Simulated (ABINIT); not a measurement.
# C (Fd-3m) in ABINIT: notebook, part 2 of 2

ABINIT 10.8.3 (patched build). Earlier steps stand in the parts before.

## 5. Equation of state, OLYP

run.abi reads:

```
# Datasets: one volume each
ndtset 7
getwfk -1
scalecart1 3*0.9795861087
scalecart2 3*0.9864848297
scalecart3 3*0.9932883884
scalecart4 3*1.0000000000
scalecart5 3*1.0066227096
scalecart6 3*1.0131594038
scalecart7 3*1.0196128224

# Pseudopotentials
pp_dirpath "./"
pseudos "C.GGA_PBE-JTH.xml"

# Structure
acell 2.5220660407 2.5220660407 2.5220660407 Angstrom
rprim
     0.0000000000     0.7071067812     0.7071067812
     0.7071067812     0.0000000000     0.7071067812
     0.7071067812     0.7071067812     0.0000000000
ntypat 1
znucl 6
natom 2
typat 1 1
xred
     0.7500000000     0.7500000000     0.7500000000
     0.5000000000     0.5000000000     0.5000000000

# Plane-wave basis
ecut 544.227725 eV
pawecutdg 40.0

# k points
kptopt 1
ngkpt 13 13 13
nshiftk 1
shiftk 0.0 0.0 0.0

# Exchange and correlation
ixc -110131

# Bands and occupations
nband 8
occopt 3
tsmear 0.05 eV

# SCF cycle
nstep 100
tolvrs 1.0e-9

# Output
iomode 3
prtwf 1
prtden 0
prteig 0
prtebands 0
enunit 2
```

Potentials or basis: JTH PAW PBE v2.0.

Run with:

```console
$ abinit run.abi > log 2>&1
```

run.abo:

```text
.Version 10.8.3 of ABINIT
 DATASET    1 : space group Fd -3 m (#227); Bravais cF (face-center cubic)
================================================================================
 Values of the parameters that define the memory need for DATASET  1.
     intxc =       0    ionmov =       0      iscf =      17    lmnmax =       8
     lnmax =       4     mgfft =      20  mpssoang =       2    mqgrid =    3001
     natom =       2  nloc_mem =       2    nspden =       1   nspinor =       1
    nsppol =       1      nsym =      48    n1xccc =       1    ntypat =       1
    occopt =       3   xclevel =       2
       mpw =         322          nfft =        8000          nkpt =          84
 PAW method is used; the additional fine FFT grid is defined by:
   mgfftf=        30    nfftf =     27000
================================================================================
================================================================================
[... 71 lines left out ...]
 DATASET    7 : space group Fd -3 m (#227); Bravais cF (face-center cubic)
[... 1442 lines left out ...]
                       3.1959413653E-28 -9.5878240959E-28  9.5878240959E-28
            fcart5    -6.3498296528E-28 -1.9049488958E-27  1.9049488958E-27
                       6.3498296528E-28  1.9049488958E-27 -1.9049488958E-27
[... 38 lines left out ...]
                       0.0000000000E+00  0.0000000000E+00  0.0000000000E+00
           xangst1     2.6204467180E+00  2.6204467180E+00  2.6204467180E+00
                       1.7469644787E+00  1.7469644787E+00  1.7469644787E+00
           xangst2     2.6389011761E+00  2.6389011761E+00  2.6389011761E+00
                       1.7592674508E+00  1.7592674508E+00  1.7592674508E+00
           xangst3     2.6571010699E+00  2.6571010699E+00  2.6571010699E+00
                       1.7714007132E+00  1.7714007132E+00  1.7714007132E+00
           xangst4     2.6750550000E+00  2.6750550000E+00  2.6750550000E+00
                       1.7833700000E+00  1.7833700000E+00  1.7833700000E+00
           xangst5     2.6927711124E+00  2.6927711124E+00  2.6927711124E+00
                       1.7951807416E+00  1.7951807416E+00  1.7951807416E+00
           xangst6     2.7102571290E+00  2.7102571290E+00  2.7102571290E+00
                       1.8068380860E+00  1.8068380860E+00  1.8068380860E+00
           xangst7     2.7275203786E+00  2.7275203786E+00  2.7275203786E+00
                       1.8183469191E+00  1.8183469191E+00  1.8183469191E+00
             xred      7.5000000000E-01  7.5000000000E-01  7.5000000000E-01
                       5.0000000000E-01  5.0000000000E-01  5.0000000000E-01
 Calculation completed.
```

It took 30 s on 1 thread of Arm Neoverse V2, shared host; peak memory 0.12 GiB.

Results:

```yaml
Equilibrium_volume: 5.65 Å³/atom
Bulk_modulus: 445 GPa
Pressure_derivative_of_the_bulk_modulus: "4.1 (rough: it moves with the points fitted)"
```

Energy against volume, from the lowest point:
| volume (Å³/atom) | energy (meV/atom) |
| --- | --- |
| 5.332 | 26.43 |
| 5.445 | 10.15 |
| 5.558 | 1.34 |
| 5.672 | 0.00 |
| 5.785 | 4.15 |
| 5.899 | 13.92 |
| 6.012 | 29.24 |

Caveat: pressures at fixed basis lie under the slope of the energies; the PAW data sets were made with another functional, which shifts forces and pressure a little; the atomic spheres overlap.

## 6. Overview

| task | level | potentials or basis | cutoff (eV) | fine-grid cutoff | gap on the mesh (eV) | pressure (GPa) | V0 of scaled cells (Å³/atom) | B0 (GPa) |
| --- | --- | --- | --- | --- | --- | --- | --- | --- |
| band structure | HLE16 | PseudoDojo NC SR PBE v0.4.1 standard | 1116 | - | 4.91 | -97.4 | - | - |
| equation of state | WC | JTH PAW PBE v2.0 | 544 | 1088.46 eV | - | - | 5.61 | 452 |
| band structure | OLYP | PseudoDojo NC SR PBE v0.4.1 standard | 1116 | - | 4.34 | -10.3 | - | - |
| equation of state | OLYP | JTH PAW PBE v2.0 | 544 | 1088.46 eV | - | - | 5.65 | 445 |

Alike in all rows: no spin polarisation; cell as given; k mesh 13 × 13 × 13; smearing fermi-dirac 0.05 eV.

Caveats: the potentials were made for another functional, which shifts forces and pressure (some runs); pressures at fixed basis lie under the slope of the energies (some runs); the PAW data sets were made with another functional, which shifts forces and pressure a little (some runs); the atomic spheres overlap (some runs); the cell as given lies far from equilibrium (some runs); the potentials were made for a functional far from this one (some runs); so large a pressure means that the cell lies far from this level's equilibrium, or that cutoff or potentials fall short (some runs).

Absolute energies hang on the potentials; compare differences alone.

## 7. Against experiment

Step 3. Against the measured bulk modulus of C, 444.8 GPa (quoted in “Equation of state of cubic boron nitride at high pressures and temperatures”, 2007, arxiv:cond-mat/0702656), the calculated 452 GPa is off by +1.6 %. 3 values of this kind are on record (442 to 444.8 GPa); this one was drawn at random among those near their median, those with a stated uncertainty first. The fit is for a static lattice scaled at fixed shape and fixed fractional positions. The cell as given is a measured one (5.67 Å³/atom); WC puts the equilibrium volume -1.1 % from it, thermal expansion not counted.

Step 5. Against the measured bulk modulus of C, 444.8 GPa (quoted in “Equation of state of cubic boron nitride at high pressures and temperatures”, 2007, arxiv:cond-mat/0702656), the calculated 445 GPa is off by 0.0 %. 3 values of this kind are on record (442 to 444.8 GPa); this one was drawn at random among those near their median, those with a stated uncertainty first. The fit is for a static lattice scaled at fixed shape and fixed fractional positions. The cell as given is a measured one (5.67 Å³/atom); OLYP puts the equilibrium volume -0.5 % from it, thermal expansion not counted.
